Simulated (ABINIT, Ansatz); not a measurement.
This is a calculation of Ge for ABINIT 10.8.3 (patched build). This isn't the form of Ge at room conditions, which is diamond.

run.abi

```
pp_dirpath "./"
pseudos "Ge.upf"

acell 3*1.0 Angstrom
rprim
     1.4880529250    -2.5946896100     0.0000000000
     1.4880529250     2.5946896100     0.0000000000
     0.0000000000     0.0000000000     4.7275957900
ntypat 1
znucl 32
natom 2
typat 1 1
xred
     0.3334466300     0.6665533700     0.2500000000
     0.6665533700     0.3334466300     0.7500000000
chkprim 0
chksymtnons 0
tolsym 1.0e-6

ecut 1061.244064 eV

kptopt 1
ngkpt 10 10 6
nshiftk 1
shiftk 0.0 0.0 0.0

ixc -116133

nband 18
occopt 3
tsmear 0.00183747

nstep 100
tolvrs 1.0e-10

iomode 3
prtwf 0
prtden 0
prteig 0
prtebands 0
```

Potentials or basis: PseudoDojo NC SR PBEsol v0.4.1 standard.

The run is started by

```sh
$ abinit run.abi > log 2>&1
```

Task: What does the same run look like in Ansatz 0.2.0? Potentials or basis there: Ansatz PAW, cutoff 420 eV.

Result: As run (cutoffs and basis follow the program's own potentials, and thresholds, step limits or extra output files can differ):

File input.yaml:

```yaml
crystal:
  lattice:
    - [1.488052925, -2.59468961, 0.0]
    - [1.488052925, 2.59468961, 0.0]
    - [0.0, 0.0, 4.72759579]
  atoms:
    - { symbol: Ge, position: [0.33344663, 0.66655337, 0.25] }
    - { symbol: Ge, position: [0.66655337, 0.33344663, 0.75] }
hamiltonian:
  xc: pbesol
  pseudopotentials: { kind: paw }
kpoints:
  mp_grid: { grid: [10, 10, 6] }
scf:
  occupations: { method: fermi_dirac, width: 0.05 }
output:
  forces: true
  stress: true
  eigenvalues: true
  write_density: true
  write_potential: true
  elf: true
  volumetric_format: npy
```

Potentials or basis: Ansatz PAW.

Launch:

```console
$ ansatz run input.yaml --threads 1 --pin off --max-ram 3584MiB --backend cpu --events-out ev --progress --plain --runs-dir out
```

Both were run:

|  | ABINIT | Ansatz |
| --- | --- | --- |
| Pressure | 0.5 GPa | 0.5 GPa |

Ansatz's pressure holds a Pulay term of +0.04 GPa for its cutoff of 420 eV, which the other run lacks.

Ansatz's potentials were made for PBE.

Where Ansatz's input types no cutoff or centring, it takes its own default and a Γ-centred mesh.

Pressure is positive in compression.
